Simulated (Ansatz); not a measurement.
# Iridium, A15 under PBEsol: structure and ground-state energy

The plan for iridium in the A15 structure: relax it, then solve it on a dense k-mesh. Spin polarisation is left out. The k-meshes are 5×5×5 for the relaxation; 7×7×7 for the dense run.

Computed with Ansatz 0.2.0 (DFT PBEsol, plane waves (420 eV) with PAW, scalar-relativistic; PBE-made PAW files, unless a step says otherwise).

### 1 The system as given

The structure is cubic, space group Pm-3n (No. 223). Conventional cell: a = 4.837 Å, b = 4.837 Å, c = 4.837 Å, α = 90.00°, β = 90.00°, γ = 90.00°. Ir (site symmetry m-3) has 12 Ir at 2.70 Å as nearest neighbours. Around Ir (site symmetry -4m2) lie 6 Ir at 2.42 to 2.70 Å.

As a file:

```cif
data_structure
_symmetry_space_group_name_H-M 'Pm-3n'
_symmetry_Int_Tables_number 223
_cell_length_a 4.8373
_cell_length_b 4.8373
_cell_length_c 4.8373
_cell_angle_alpha 90.000
_cell_angle_beta 90.000
_cell_angle_gamma 90.000
_cell_volume 113.19
loop_
_atom_site_label
_atom_site_type_symbol
_atom_site_symmetry_multiplicity
_atom_site_Wyckoff_symbol
_atom_site_fract_x
_atom_site_fract_y
_atom_site_fract_z
_atom_site_occupancy
Ir1 Ir 2 a 0.00000 0.00000 0.00000 1
Ir2 Ir 6 c 0.25000 0.00000 0.50000 1
```

### 2 Relaxing cell and atoms

The input, input.yaml:

```yaml
crystal:
  lattice:
    - [4.837340879, 0.0, 0.0]
    - [0.0, 4.837340879, 0.0]
    - [0.0, 0.0, 4.837340879]
  atoms:
    - { symbol: Ir, position: [0.0, 0.0, 0.0] }
    - { symbol: Ir, position: [0.5, 0.5, 0.5] }
    - { symbol: Ir, position: [0.25, 0.0, 0.5] }
    - { symbol: Ir, position: [0.75, 0.0, 0.5] }
    - { symbol: Ir, position: [0.5, 0.25, 0.0] }
    - { symbol: Ir, position: [0.5, 0.75, 0.0] }
    - { symbol: Ir, position: [0.0, 0.5, 0.25] }
    - { symbol: Ir, position: [0.0, 0.5, 0.75] }
hamiltonian:
  xc: pbesol
  pseudopotentials:
    kind: paw
    azcp:
      Ir: "pseudopotentials/Ir.paw.azcp"
basis:
  ecutwfc: 420
  fft_grid_basis: typed
kpoints:
  mp_grid: { grid: [5, 5, 5], shift: [0, 0, 0] }
magnetization:
  spin_polarized: false
scf:
  occupations: { method: fermi_dirac, width: 0.1 }
relax:
  max_steps: 60
  f_tol: 0.01
  cell: {}
```

Run with:

```
> ansatz run input.yaml --threads 4 --pin off --max-ram 8192MiB --backend cpu --events-out ev --progress --plain --runs-dir out
```

Further steps of the session: Dense single point.

What does the calculation give? Wanted: space group; conventional cell; volume; shortest distance; gap on the mesh; relative to fcc.

**Answer**, as computed:

| quantity | value |
| --- | --- |
| space group (spins left aside) | Pm-3n (No. 223) |
| conventional cell | a = 4.892 Å |
| volume | 14.631 Å³/atom |
| shortest distance | 2.446 Å |
| gap on the mesh | none (levels filled in part) |
| relative to fcc | +559 meV/atom |

**Reading.** From the guessed start the volume grew by 3.4 % in 5 steps. Against the reference form of iridium (fcc, computed apart with the same settings) it stands 559 meV/atom higher, so it is far from stable. No gap shows: it is a metal or semimetal at this level. The symmetry was held, so the structure may be unstable against distortions that break it.
